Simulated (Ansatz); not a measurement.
# Sb: changing spin-orbit coupling

It takes space group Im-3m (No. 229, cubic). The conventional cell has a = 3.743 Å, b = 3.743 Å, c = 3.743 Å, α = 90.00°, β = 90.00°, γ = 90.00°. Around Sb (site symmetry m-3m) lie 8 Sb at 3.24 Å.

This isn't the form of Sb at room conditions, which is rhombohedral.

Kept alike: task band structure; functional LDA; k mesh 7 × 7 × 7; occupations fermi-dirac, width 0.05 eV. Program: Ansatz, Ansatz PAW, cutoff 420 eV. The mesh is that of the run's cell of 1 atom.

```csv
spin-orbit coupling,pressure (GPa)
off,-1.79
on,-1.29
```

Pressure is positive in compression, with a Pulay correction for the finite cutoff. For a metal such a mesh leaves the last digits unconverged. All rows use potentials made for PBE.

**Question.** What does spin-orbit coupling change here?

**Answer.** The pressure runs from -1.79 (off) to -1.29 GPa (on).
